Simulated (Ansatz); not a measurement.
Si, DFT, PBE, PAW with Ansatz's default frozen-core files, scalar-relativistic (Ansatz 0.2.0), run on 1 thread of Arm Neoverse V1 on a shared host.

The cell comes from COD entry 9011656, which wasn't checked; take it as a given geometry. The listed cell was then made from it by scaling, straining or moving an atom.

Command: `ansatz run input.yaml --threads 1 --pin off --max-ram 2048MiB --backend cpu --events-out ev --progress --plain --runs-dir out`

```yaml
crystal:
  lattice:
    - [-2.2154725, 2.334735, 1.275]
    - [2.2154725, -2.334735, 1.275]
    - [2.2865275, 2.402265, -1.275]
  atoms:
    - { symbol: Si, position: [0.807, 0.557, 0.25] }
    - { symbol: Si, position: [0.193, 0.443, 0.75] }
kpoints:
  mp_grid: { grid: [16, 16, 16] }
scf:
  occupations: { method: fermi_dirac, width: 0.05 }
hamiltonian:
  xc: pbe
  pseudopotentials: { kind: paw }
output:
  forces: true
  stress: true
  eigenvalues: true
  efg: { contact_densities: true }
```

Q: How large is the problem that the program sets up?

A: 1098 irreducible k-points, 527 plane waves at Γ, 8 bands.

Q: About how long does it take, and how much memory does it use?

A: 16 s of wall time for 6 SCF iterations, with a peak of 0.52 GiB. Times on shared machines scatter by tens of per cent.

Q: And the same cell and mesh by full-potential LAPW, asked for forces, stress, eigenvalues, on the same hardware?

A: 88 s, peak memory 1.1 GiB.

Q: And the same cell and mesh by crystal-made all-electron datasets, asked for forces, stress, eigenvalues, efg, on the same hardware?

A: 31 s, peak memory 0.62 GiB.
